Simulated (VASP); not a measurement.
ZnO (zincite):

```
CELL_PARAMETERS angstrom
3.24931 0.00000 0.00000
-1.62465 2.81398 0.00000
0.00000 0.00000 5.20571
ATOMIC_POSITIONS crystal
Zn 0.33333 0.66667 0.50000
Zn 0.66667 0.33333 0.00000
O 0.66667 0.33333 0.37901
O 0.33333 0.66667 0.87901
```

* Program: VASP 6.6.1
* Task: relaxation of cell and atoms
* Functional: PBE
* Potentials or basis: VASP PAW PBE potentials, release 64 (Zn, O)
* Cutoff: 600 eV
* k mesh: 9 × 9 × 5
* Occupations: gaussian, width 0.03 eV
* Spin: no spin polarisation

At the start: pressure 5.8 GPa; volume 11.90 Å³/atom.

Q: Where does the relaxation end?

A: Over 14 steps the energy falls by 8.9 meV/atom and the volume is 12.39 Å³/atom (+4.1 %); space group P6_3mc (No. 186, to 0.05 Å).

Step by step:
```tsv
step	energy change (eV)	largest force (eV/Å)	pressure (GPa)	volume (Å³)
1	0.0000	0.0741	5.83	47.60
2	-0.0270	0.0268	-2.61	50.64
3	-0.0357	0.0011	-0.01	49.59
4	-0.0357	0.0022	-0.06	49.63
5	-0.0357	0.0108	-0.01	49.62
6	-0.0357	0.0152	-0.10	49.62
7	-0.0358	0.0116	-0.01	49.57
8	-0.0357	0.0100	0.08	49.54
9	-0.0357	0.0103	0.14	49.54
10	-0.0358	0.0109	0.11	49.56
11	-0.0358	0.0125	0.00	49.56
12	-0.0358	0.0103	0.12	49.56
13	-0.0358	0.0121	0.06	49.56
14	-0.0358	0.0025	0.06	49.57
```

Final structure:
```
Zn O
1.0
     3.28636    0.00000    0.00000
    -1.64318    2.84607    0.00000
     0.00000    0.00000    5.29982
Zn O
2 2
Direct
  0.33333 0.66667 0.49982
  0.66667 0.33333 0.99982
  0.66667 0.33333 0.37919
  0.33333 0.66667 0.87919
```
